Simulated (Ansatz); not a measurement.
# KBr: the cost of one run

Program: Ansatz 0.2.0. Linear response, PAW datasets, plane waves. Computed at 0 K without zero-point motion; spin polarisation is off.

## (1) The structure to begin with

The cell was relaxed beforehand with PBEsol.

Space group Pm-3m (No. 221), cubic; a = 3.933 Å in the conventional setting, 30.42 Å³ an atom. Around K lie 8 Br at 3.41 Å; around Br lie 8 K at 3.41 Å.

As a file:

```xyz
2
Lattice="3.9329 0.0000 0.0000 0.0000 3.9329 0.0000 0.0000 0.0000 3.9329" Properties=species:S:1:pos:R:3 pbc="T T T"
K     0.0000    0.0000    0.0000
Br    1.9664    1.9664    1.9664
```

## (2) Zone-centre modes, PBEsol

Contents of input.yaml:

```yaml
crystal:
  lattice:
    - [3.9328685639, 0.0, 0.0]
    - [0.0, 3.9328685639, 0.0]
    - [0.0, 0.0, 3.9328685639]
  atoms:
    - { symbol: K, position: [0.0, 0.0, 0.0] }
    - { symbol: Br, position: [0.5, 0.5, 0.5] }
kpoints:
  mp_grid: { grid: [6, 6, 6] }
hamiltonian:
  xc: pbesol
scf:
  occupations: { method: fixed }
phonons:
  method: dfpt
  dielectric: true
  qpoints: [[0, 0, 0]]
  rigid_motions: translations
```

Started as:

```console
$ ansatz run input.yaml --threads 2 --pin off --max-ram 2211MiB --backend cpu --events-out ev --progress --plain --runs-dir out
```

**Question.** How long does this run take on 2 threads of Arm Neoverse V2, shared host, and how much memory does it need?

About 9.1 s, with a peak of 0.42 GiB.
